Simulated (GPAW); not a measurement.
# GaN (Fm-3m) in GPAW: convergence with k mesh

Aim: find how far k mesh must go before the results for GaN settle, at LDA. This setting moves, with any that are tied to it; all else stays.

Program: GPAW 26.7.0. These are calculated values, not measurements. Logs are shortened: lines on timing, memory, paths and dates and some standing lists are left out, and cuts for length are marked. The log counts tension as positive stress, the text compression.

## 1. The crystal as given

It takes space group Fm-3m (No. 225, cubic). Conventional cell: a = 4.270 Å, b = 4.270 Å, c = 4.270 Å, α = 90.00°, β = 90.00°, γ = 90.00°. Ga (site symmetry m-3m) is surrounded by 6 N at 2.14 Å. N (site symmetry m-3m) has 6 Ga at 2.14 Å as nearest neighbours.

Measurements of this composition are mostly on another form, of space group No. 186.

## 2. With k mesh 3 × 3 × 3

Input file run.py:

```python
import json
import numpy as np
import spglib
from ase import Atoms
from ase.dft.bandgap import bandgap
from ase.io import read, write
from gpaw import GPAW, PW
from gpaw.response.g0w0 import G0W0

atoms = read('GaN.cif')
cell, positions, numbers = spglib.find_primitive(
    (atoms.cell[:], atoms.get_scaled_positions(), atoms.numbers), symprec=1e-4)
atoms = Atoms(numbers, cell=cell, scaled_positions=positions, pbc=True)

calc = GPAW(mode=PW(550),
            xc='LDA',
            kpts={'size': (3, 3, 3), 'gamma': True},
            occupations={'name': 'fermi-dirac', 'width': 0.001},
            nbands=11,
            convergence={'density': 1e-06},
            maxiter=150,
            txt='gpaw.txt')
atoms.calc = calc
energy = atoms.get_potential_energy()
calc.write('gs.gpw')
write('result.traj', atoms)
print(f'Energy: {energy:.6f} eV')
print('Fermi level:', round(calc.get_fermi_level(), 4), 'eV')
print(f'Gap: {bandgap(calc)[0]:.4f} eV, direct: {bandgap(calc, direct=True)[0]:.4f} eV')

calc.diagonalize_full_hamiltonian(nbands=35)
calc.write('full.gpw', mode='all')

ibz = calc.get_ibz_k_points()
gap, vbm, cbm = bandgap(calc, output=None)
gap, direct, _ = bandgap(calc, direct=True, output=None)
gamma = int(np.abs(ibz).sum(1).argmin())
kpts = sorted({gamma, vbm[1], cbm[1], direct[1]})
gw = G0W0(calc='full.gpw',
          filename='gw',
          ecut=80,
          ecut_extrapolation=False,
          relbands=(-1, 1),
          kpts=kpts,
          integrate_gamma='sphere',
          nbands=31,
          ppa=True)
gw.calculate()
results = {mode: {key: np.asarray(r[key]).tolist() for key in ['f', 'eps', 'vxc', 'exx', 'sigma', 'Z', 'qp', 'sigma_eskn']}
           for mode, r in gw.all_results.items()}
json.dump({'kpts': ibz[kpts].tolist(), 'results': results}, open('gw.json', 'w'))
for mode, r in results.items():
    f, qp = np.array(r['f']), np.array(r['qp'])
    print(mode, 'quasiparticle energies (eV):')
    print(qp.round(3))
    print(mode, 'gap:', round(qp[f < 0.5].min() - qp[f > 0.5].max(), 4), 'eV')
```

Input file GaN.cif:

```cif
data_GaN
_cell_length_a 4.27047000
_cell_length_b 4.27047000
_cell_length_c 4.27047000
_cell_angle_alpha 90.00000000
_cell_angle_beta 90.00000000
_cell_angle_gamma 90.00000000
_space_group_name_H-M_alt 'Fm-3m'
_space_group_name_Hall '-F 4 2 3'
_space_group_IT_number 225
loop_
_space_group_symop_operation_xyz
'x,y,z'
'-x,-y,-z'
'-y,x,z'
'y,-x,-z'
'-x,-y,z'
'x,y,-z'
'y,-x,z'
'-y,x,-z'
'x,-y,-z'
'-x,y,z'
'-y,-x,-z'
'y,x,z'
'-x,y,-z'
'x,-y,z'
'y,x,-z'
'-y,-x,z'
'z,x,y'
'-z,-x,-y'
'z,-y,x'
'-z,y,-x'
'z,-x,-y'
'-z,x,y'
'z,y,-x'
'-z,-y,x'
'-z,x,-y'
'z,-x,y'
'-z,-y,-x'
'z,y,x'
'-z,-x,y'
'z,x,-y'
'-z,y,x'
'z,-y,-x'
'y,z,x'
'-y,-z,-x'
'x,z,-y'
'-x,-z,y'
'-y,z,-x'
'y,-z,x'
'-x,z,y'
'x,-z,-y'
'-y,-z,x'
'y,z,-x'
'-x,-z,-y'
'x,z,y'
'y,-z,-x'
'-y,z,x'
'x,-z,y'
'-x,z,-y'
'x,y+1/2,z+1/2'
'-x,-y+1/2,-z+1/2'
'-y,x+1/2,z+1/2'
'y,-x+1/2,-z+1/2'
[... 63 lines left out ...]
'-z+1/2,y,-x+1/2'
'z+1/2,-x,-y+1/2'
'-z+1/2,x,y+1/2'
'z+1/2,y,-x+1/2'
'-z+1/2,-y,x+1/2'
'-z+1/2,x,-y+1/2'
'z+1/2,-x,y+1/2'
'-z+1/2,-y,-x+1/2'
'z+1/2,y,x+1/2'
'-z+1/2,-x,y+1/2'
'z+1/2,x,-y+1/2'
'-z+1/2,y,x+1/2'
'z+1/2,-y,-x+1/2'
'y+1/2,z,x+1/2'
'-y+1/2,-z,-x+1/2'
'x+1/2,z,-y+1/2'
'-x+1/2,-z,y+1/2'
'-y+1/2,z,-x+1/2'
'y+1/2,-z,x+1/2'
'-x+1/2,z,y+1/2'
'x+1/2,-z,-y+1/2'
'-y+1/2,-z,x+1/2'
'y+1/2,z,-x+1/2'
'-x+1/2,-z,-y+1/2'
'x+1/2,z,y+1/2'
'y+1/2,-z,-x+1/2'
'-y+1/2,z,x+1/2'
'x+1/2,-z,y+1/2'
'-x+1/2,z,-y+1/2'
'x+1/2,y+1/2,z'
'-x+1/2,-y+1/2,-z'
'-y+1/2,x+1/2,z'
'y+1/2,-x+1/2,-z'
'-x+1/2,-y+1/2,z'
'x+1/2,y+1/2,-z'
'y+1/2,-x+1/2,z'
'-y+1/2,x+1/2,-z'
'x+1/2,-y+1/2,-z'
'-x+1/2,y+1/2,z'
'-y+1/2,-x+1/2,-z'
'y+1/2,x+1/2,z'
'-x+1/2,y+1/2,-z'
'x+1/2,-y+1/2,z'
'y+1/2,x+1/2,-z'
'-y+1/2,-x+1/2,z'
'z+1/2,x+1/2,y'
'-z+1/2,-x+1/2,-y'
'z+1/2,-y+1/2,x'
'-z+1/2,y+1/2,-x'
'z+1/2,-x+1/2,-y'
'-z+1/2,x+1/2,y'
'z+1/2,y+1/2,-x'
'-z+1/2,-y+1/2,x'
'-z+1/2,x+1/2,-y'
'z+1/2,-x+1/2,y'
'-z+1/2,-y+1/2,-x'
'z+1/2,y+1/2,x'
'-z+1/2,-x+1/2,y'
'z+1/2,x+1/2,-y'
'-z+1/2,y+1/2,x'
'z+1/2,-y+1/2,-x'
'y+1/2,z+1/2,x'
'-y+1/2,-z+1/2,-x'
'x+1/2,z+1/2,-y'
'-x+1/2,-z+1/2,y'
'-y+1/2,z+1/2,-x'
'y+1/2,-z+1/2,x'
'-x+1/2,z+1/2,y'
'x+1/2,-z+1/2,-y'
'-y+1/2,-z+1/2,x'
'y+1/2,z+1/2,-x'
'-x+1/2,-z+1/2,-y'
'x+1/2,z+1/2,y'
'y+1/2,-z+1/2,-x'
'-y+1/2,z+1/2,x'
'x+1/2,-z+1/2,y'
'-x+1/2,z+1/2,-y'
loop_
_atom_site_label
_atom_site_type_symbol
_atom_site_symmetry_multiplicity
_atom_site_Wyckoff_symbol
_atom_site_fract_x
_atom_site_fract_y
_atom_site_fract_z
_atom_site_occupancy
Ga1 Ga 4 a 0.0000000000 0.0000000000 0.0000000000 1
N1 N 4 b 0.5000000000 0.0000000000 0.0000000000 1
```

Potentials or basis: the program's PAW data sets (release 1.2.1) made for this functional, pw.

Launch:

```
> OMP_NUM_THREADS=1 python run.py
```

gpaw.txt:

```text
__  _  _
 | _ |_)|_||  |
 |__||  | ||/\| - 26.7.0

Input parameters:
  mode=PW(ecut=550.0),
  convergence={'density': 1e-06},
  kpts=MonkhorstPack(size=(3, 3, 3), gamma=True),
  maxiter=150,
  nbands=11,
  occupations=Occupations(name='fermi-dirac', width=0.001),
  xc=XC(name='LDA')

Diagonalizing LCAO Hamiltonian
Converting LCAO to pw mode

              N

       Ga

Atoms  # Å, Bohr magnetons
|   | symbol |        x |        y |        z |    initial magnetic moments |
|---|--------|----------|----------|----------|-----------------------------|
| 0 |     Ga | 0.000000 | 0.000000 | 0.000000 | ( 0.0000,  0.0000,  0.0000) |
| 1 |      N | 2.135235 | 2.135235 | 2.135235 | ( 0.0000,  0.0000,  0.0000) |

Unit cell  # Å
| periodic |        x |        y |        z |  lengths |    angles |
|----------|----------|----------|----------|----------|-----------|
|      yes | 0.000000 | 2.135235 | 2.135235 | 3.019678 | 60.000000 |
|      yes | 2.135235 | 0.000000 | 2.135235 | 3.019678 | 60.000000 |
|      yes | 2.135235 | 2.135235 | 0.000000 | 3.019678 | 60.000000 |

Number of symmetries: 48
Symmetry operations  # r_c * U_cc + t_c -> r_c
|    | kind |            matrix            |
|----|------|------------------------------|
|  0 |  σ   |  1, 0, 0,  1, 0,-1,  1,-1, 0 |
|  1 |  C2  |  1, 0, 0,  1,-1, 0,  1, 0,-1 |
|  2 |  E   |  1, 0, 0,  0, 1, 0,  0, 0, 1 |
|  3 |  σ   |  1, 0, 0,  0, 0, 1,  0, 1, 0 |
|  4 |  C4  |  1, 0,-1,  1, 0, 0,  1,-1, 0 |
|  5 |  S6  |  1, 0,-1,  1,-1, 0,  1, 0, 0 |
|  6 |  σ   |  1, 0,-1,  0, 1,-1,  0, 0,-1 |
|  7 |  C3  |  1, 0,-1,  0, 0,-1,  0, 1,-1 |
|  8 |  S6  |  1,-1, 0,  1, 0, 0,  1, 0,-1 |
|  9 |  C4  |  1,-1, 0,  1, 0,-1,  1, 0, 0 |
| 10 |  C3  |  1,-1, 0,  0,-1, 1,  0,-1, 0 |
| 11 |  σ   |  1,-1, 0,  0,-1, 0,  0,-1, 1 |
| 12 |  σ   |  0, 1, 0,  1, 0, 0,  0, 0, 1 |
| 13 |  C4  |  0, 1, 0,  0, 1,-1, -1, 1, 0 |
| 14 |  C3  |  0, 1, 0,  0, 0, 1,  1, 0, 0 |
| 15 |  S6  |  0, 1, 0, -1, 1, 0,  0, 1,-1 |
| 16 |  C2  |  0, 1,-1,  1, 0,-1,  0, 0,-1 |
| 17 |  σ   |  0, 1,-1,  0, 1, 0, -1, 1, 0 |
| 18 |  S4  |  0, 1,-1,  0, 0,-1,  1, 0,-1 |
| 19 |  C4  |  0, 1,-1, -1, 1, 0,  0, 1, 0 |
| 20 |  C3  |  0, 0, 1,  1, 0, 0,  0, 1, 0 |
| 21 |  σ   |  0, 0, 1,  0, 1, 0,  1, 0, 0 |
| 22 |  S6  |  0, 0, 1,  0,-1, 1, -1, 0, 1 |
| 23 |  C4  |  0, 0, 1, -1, 0, 1,  0,-1, 1 |
| 24 |  S4  |  0, 0,-1,  1, 0,-1,  0, 1,-1 |
| 25 |  C3  |  0, 0,-1,  0, 1,-1,  1, 0,-1 |
| 26 |  C2  |  0, 0,-1,  0,-1, 0, -1, 0, 0 |
| 27 |  S6  |  0, 0,-1, -1, 0, 0,  0,-1, 0 |
| 28 |  S4  |  0,-1, 1,  1,-1, 0,  0,-1, 0 |
| 29 |  C4  |  0,-1, 1,  0, 0, 1, -1, 0, 1 |
| 30 |  C2  |  0,-1, 1,  0,-1, 0,  1,-1, 0 |
| 31 |  σ   |  0,-1, 1, -1, 0, 1,  0, 0, 1 |
| 32 |  C3  |  0,-1, 0,  1,-1, 0,  0,-1, 1 |
| 33 |  S6  |  0,-1, 0,  0, 0,-1, -1, 0, 0 |
| 34 |  S4  |  0,-1, 0,  0,-1, 1,  1,-1, 0 |
| 35 |  C2  |  0,-1, 0, -1, 0, 0,  0, 0,-1 |
| 36 |  C2  | -1, 1, 0,  0, 1, 0,  0, 1,-1 |
| 37 |  S6  | -1, 1, 0,  0, 1,-1,  0, 1, 0 |
| 38 |  S4  | -1, 1, 0, -1, 0, 1, -1, 0, 0 |
| 39 |  C3  | -1, 1, 0, -1, 0, 0, -1, 0, 1 |
| 40 |  S6  | -1, 0, 1,  0, 0, 1,  0,-1, 1 |
| 41 |  C2  | -1, 0, 1,  0,-1, 1,  0, 0, 1 |
| 42 |  C3  | -1, 0, 1, -1, 1, 0, -1, 0, 0 |
| 43 |  S4  | -1, 0, 1, -1, 0, 0, -1, 1, 0 |
| 44 |  C2  | -1, 0, 0,  0, 0,-1,  0,-1, 0 |
| 45 |  i   | -1, 0, 0,  0,-1, 0,  0, 0,-1 |
| 46 |  σ   | -1, 0, 0, -1, 1, 0, -1, 0, 1 |
| 47 |  C2  | -1, 0, 0, -1, 0, 1, -1, 1, 0 |

BZ-sampling:
  Number of BZ points: 27
  Number of IBZ points: 4

  Monkhorst-Pack size: [3, 3, 3]
  Monkhorst-Pack shift: [0, 0, 0]

K-points  # in reciprocal-cell coordinates
|   |                                coordinates |     weight |
|---|--------------------------------------------|------------|
| 0 | (  0.00000000,   0.00000000,   0.00000000) | 0.03703704 |
| 1 | (  0.33333333,   0.33333333,  -0.33333333) | 0.44444444 |
| 2 | (  0.33333333,   0.33333333,   0.00000000) | 0.22222222 |
| 3 | (  0.33333333,   0.33333333,   0.33333333) | 0.29629630 |

Plane wave coefficients: 577
Cutoff: 550.0 eV

Spin-components: 1 (collinear spins)
Bands:           11
Projectors:      10
Spin-degeneracy: 2
Datatype:        complex128

Parallelization:
  kpt:    1
  domain: 1
  band:   1

Density:
  Valence electrons: 8.0
  Components: 1
  Grid points: [18 18 18]
  Charge: 0.0  # |e|

Potential:
  Grid points: [18 18 18]

species:
  Ga:
    name:    Gallium
    Z:       31.0
    valence: 3
    core:    28
    charge:  0.0  # [|e|]
    compensation charges:
      type: gauss
      rc: 0.37  # [Å]
      lmax: 2
    cutoffs:
      filter: 2.06  # [Å]
      core: 4.17  # [Å]
    projectors
    | kind |    occ | energy [eV] | rcut [Å] |
    |------|--------|-------------|----------|
    |   4s |  2.000 |      -9.167 |    1.164 |
    |   4p |  1.000 |      -2.734 |    1.164 |
    |    s |        |      18.045 |    1.164 |
    |    p |        |      24.478 |    1.164 |
    |    d |        |       0.000 |    1.164 |

    Using partial waves for Ga as LCAO basis

  N:
    name:    Nitrogen
    Z:       7.0
    valence: 5
    core:    2
    charge:  0.0  # [|e|]
    compensation charges:
      type: gauss
      rc: 0.18  # [Å]
      lmax: 2
    cutoffs:
      filter: 1.11  # [Å]
      core: 0.96  # [Å]
    projectors
    | kind |    occ | energy [eV] | rcut [Å] |
    |------|--------|-------------|----------|
    |   2s |  2.000 |     -18.420 |    0.603 |
    |   2p |  3.000 |      -7.237 |    0.529 |
    |    s |        |       8.791 |    0.603 |
    |    p |        |      19.974 |    0.529 |
    |    d |        |       0.000 |    0.577 |

    Using partial waves for N as LCAO basis

Reference energy: -54278.930546  # eV

eigensolver:
  PPCG
  Converge bands: occupied
  niter=2

density mixing:
  MSR1-Mixer
  Pratt-step length: 0.05
  Maximum mixing coefficient: 0.75
  Old densities: 10
  SVD Regularization: 0.005
  Good broyden scale: 1.0
  Trust region scale: 1.0
  Backstep threshold: 4.0
  History deletion threshold: 6.0
  Fourier metric: weight=20.0, sigma=0.015

occupation numbers:
  Fermi-Dirac:
    width: 0.0010  # eV

poisson solver:
  ecut: 4400.0  # eV

xc functional:
  name: None

convergence criteria:
- Maximum integral of absolute [dens]ity change: 1e-06 electrons / valence electron
- Maximum [total energy] change in last 3 cyles: 0.0005 eV / valence electron
- Maximum integral of absolute [eigenst]ate change: 4e-08 eV^2 / valence electron
maximum number of iterations: 150

SCF iterations
|iter     | |      energy | eigst |  dens |
|---------|-|-------------|-------|-------|
|iter:   1| |  -14.068791 | -0.30 |       |
|iter:   2| |  -13.619679 | -2.07 | -0.58 |
|iter:   3| |  -12.284070 | -0.85 | -0.63 |
|iter:   4| |  -12.270691 | -3.46 | -1.30 |
|iter:   5| |  -12.267561 | -3.85 | -1.62 |
|iter:   6| |  -12.267560c| -5.92 | -2.86 |
|iter:   7| |  -12.267561c| -6.34 | -3.24 |
|iter:   8| |  -12.267561c| -7.65c| -4.48 |
|iter:   9| |  -12.267561c| -8.42c| -5.05 |
|iter:  10| |  -12.267561c| -9.61c| -6.17c|

Converged in 10 steps
Energy contributions relative to reference atoms: (reference = -54278.930546)

Energy contributions:
  Kinetic:          16.989551
  Coulomb:         -12.151276
  Zero:              0.013799
  External:          0.000000
  Xc:              -17.119635
  Entropy:          -0.000000
  Spinorbit:         0.000000
  ----------------------------
  Free energy:     -12.267561
  Extrapolated:    -12.267561

dipole moment: (-10.781869, -10.781869, -10.781869)  # |e|*Ang

Fermi level: 8.536
Eigenvalues  # (at kpt = [0.000, 0.000, 0.000])
| band index |      eig [eV] | occ [0-2] |
|------------|---------------|-----------|
|          0 |        -8.248 |     2.000 |
|          1 |         8.408 |     2.000 |
|          2 |         8.408 |     2.000 |
|          3 |         8.408 |     2.000 |
|          4 |        10.589 |     0.000 |
|          5 |        22.358 |     0.000 |
|          6 |        22.358 |     0.000 |
|          7 |        22.358 |     0.000 |
|          8 |        23.628 |     0.000 |
|          9 |        23.628 |     0.000 |
|         10 |        23.628 |     0.000 |

Gap: 2.079 eV
Transition (v -> c):
  (s=0, k=3, n=3, [0.33, 0.33, 0.33]) -> (s=0, k=0, n=4, [0.00, 0.00, 0.00])
Direct/indirect transitions are different
Direct gap: 2.181 eV
Transition at: (s=0, k=0, n=3, [0.00, 0.00, 0.00])
# Writing to gs.gpw (mode='')

Matrix size: 577x577
# Writing to full.gpw (mode='all')
```

Wall time 5.3 s (1 thread of Arm Neoverse V2, shared host); peak memory 0.23 GiB.

Results:

```yaml
Free_energy: -12.2676 eV
Band_gap_on_the_k_mesh_mean-field_level: 2.08 eV, indirect (least direct gap 2.18 eV)
Quasiparticle_gap: 3.27 eV
Least_direct_quasiparticle_gap: 3.30 eV
```

## 3. With k mesh 4 × 4 × 4

run.py: that of step 2 with these lines changed.

```diff
@@ -16,3 +16,3 @@
             xc='LDA',
-            kpts={'size': (3, 3, 3), 'gamma': True},
+            kpts={'size': (4, 4, 4), 'gamma': True},
             occupations={'name': 'fermi-dirac', 'width': 0.001},
```

GaN.cif is that of step 2.

Potentials or basis: the program's PAW data sets (release 1.2.1) made for this functional, pw.

Launch:

```
> OMP_NUM_THREADS=1 python run.py
```

Wall time 11 s (1 thread of Arm Neoverse V2, shared host); peak memory 0.25 GiB.

Results:

```yaml
Free_energy: -12.6635 eV
Band_gap_on_the_k_mesh_mean-field_level: 0.29 eV, indirect (least direct gap 2.25 eV)
Quasiparticle_gap: 1.76 eV
Least_direct_quasiparticle_gap: 3.34 eV
```

## 4. With k mesh 5 × 5 × 5

run.py: that of step 3 with these lines changed.

```diff
@@ -16,3 +16,3 @@
             xc='LDA',
-            kpts={'size': (4, 4, 4), 'gamma': True},
+            kpts={'size': (5, 5, 5), 'gamma': True},
             occupations={'name': 'fermi-dirac', 'width': 0.001},
```

GaN.cif is that of step 3.

Launch:

```
> OMP_NUM_THREADS=1 python run.py
```

It took 20 s on 1 thread of Arm Neoverse V2, shared host; peak memory 0.28 GiB.

It converged, with:

- Free energy: -12.7765 eV
- Band gap on the k mesh, mean-field level: 0.91 eV, indirect (least direct gap 2.28 eV)
- Quasiparticle gap: 2.36 eV
- Least direct quasiparticle gap: 3.34 eV

## 5. With k mesh 6 × 6 × 6

run.py: that of step 4 with these lines changed.

```diff
@@ -16,3 +16,3 @@
             xc='LDA',
-            kpts={'size': (5, 5, 5), 'gamma': True},
+            kpts={'size': (6, 6, 6), 'gamma': True},
             occupations={'name': 'fermi-dirac', 'width': 0.001},
```

GaN.cif is that of step 4.

Launch:

```
> OMP_NUM_THREADS=1 python run.py
```

Run time: 39 s. Hardware: 1 thread of Arm Neoverse V2, shared host; peak memory 0.32 GiB.

Results (log left out):

```
Free energy                              : -12.8052 eV
Band gap on the k mesh, mean-field level : 0.15 eV, indirect (least direct gap 2.29 eV)
Quasiparticle gap                        : 1.54 eV
Least direct quasiparticle gap           : 3.35 eV
```

## 6. With k mesh 7 × 7 × 7

run.py: that of step 5 with these lines changed.

```diff
@@ -16,3 +16,3 @@
             xc='LDA',
-            kpts={'size': (6, 6, 6), 'gamma': True},
+            kpts={'size': (7, 7, 7), 'gamma': True},
             occupations={'name': 'fermi-dirac', 'width': 0.001},
```

GaN.cif is that of step 5.

Potentials or basis: the program's PAW data sets (release 1.2.1) made for this functional, pw.

Launch:

```
> OMP_NUM_THREADS=1 python run.py
```

Wall time 73 s (1 thread of Arm Neoverse V2, shared host); peak memory 0.38 GiB.

The run converged. Its results:

* Free energy: -12.8172 eV
* Band gap on the k mesh, mean-field level: 0.57 eV, indirect (least direct gap 2.30 eV)
* Quasiparticle gap: 1.96 eV
* Least direct quasiparticle gap: 3.35 eV

## 7. With k mesh 8 × 8 × 8

run.py: that of step 6 with these lines changed.

```diff
@@ -16,3 +16,3 @@
             xc='LDA',
-            kpts={'size': (7, 7, 7), 'gamma': True},
+            kpts={'size': (8, 8, 8), 'gamma': True},
             occupations={'name': 'fermi-dirac', 'width': 0.001},
```

GaN.cif is that of step 6.

Launch:

```
> OMP_NUM_THREADS=1 python run.py
```

Wall time 2.3 min (1 thread of Arm Neoverse V2, shared host); peak memory 0.45 GiB.

The run converged. Its results:

```
Free energy                              : -12.8208 eV
Band gap on the k mesh, mean-field level : 0.21 eV, indirect (least direct gap 2.30 eV)
Quasiparticle gap                        : 1.62 eV
Least direct quasiparticle gap           : 3.34 eV
```

## 8. With k mesh 9 × 9 × 9

run.py: that of step 7 with these lines changed.

```diff
@@ -16,3 +16,3 @@
             xc='LDA',
-            kpts={'size': (8, 8, 8), 'gamma': True},
+            kpts={'size': (9, 9, 9), 'gamma': True},
             occupations={'name': 'fermi-dirac', 'width': 0.001},
```

GaN.cif is that of step 7.

Launch:

```
> OMP_NUM_THREADS=1 python run.py
```

Wall time 4 min (1 thread of Arm Neoverse V2, shared host); peak memory 0.55 GiB.

It converged, with:

| Property | Result |
| --- | --- |
| Free energy | -12.8221 eV |
| Band gap on the k mesh, mean-field level | 0.43 eV, indirect (least direct gap 2.30 eV) |
| Quasiparticle gap | 1.82 eV |
| Least direct quasiparticle gap | 3.33 eV |

## 9. Summary

| k mesh | energy less the tightest run, at zero smearing (meV/atom) | gap on the mesh (eV) | quasiparticle gap at the points computed (eV) | SCF cycles | CPU time (s) | peak memory (GiB) |
| --- | --- | --- | --- | --- | --- | --- |
| 3 × 3 × 3 | 277.28 | 2.079 | 3.275 | 10 | 5.3 | 0.23 |
| 4 × 4 × 4 | 79.33 | 0.291 | 1.762 | 10 | 11 | 0.25 |
| 5 × 5 × 5 | 22.81 | 0.914 | 2.364 | 10 | 20 | 0.28 |
| 6 × 6 × 6 | 8.48 | 0.148 | 1.542 | 10 | 39 | 0.32 |
| 7 × 7 × 7 | 2.47 | 0.569 | 1.956 | 10 | 73 | 0.38 |
| 8 × 8 × 8 | 0.64 | 0.208 | 1.622 | 10 | 140 | 0.45 |
| 9 × 9 × 9 | 0.00 | 0.427 | 1.820 | 10 | 240 | 0.55 |

Against the tightest run, the energy stays within 1 meV/atom from 8 × 8 × 8 on. Not settled before the last step: the gap on the mesh (to 0.01 eV), the quasiparticle gap at the points computed (to 0.05 eV). Meshes of other sizes hit other points, so gaps and Fermi surfaces needn't settle smoothly. The tightest run that finished is the yardstick and may itself not be fully converged.

Caveats: the quasiparticle gap is taken among the few k points that were corrected; the long-wavelength limit can be off by a per cent or two; an odd mesh through Γ misses points on the zone boundary, where band edges often lie.
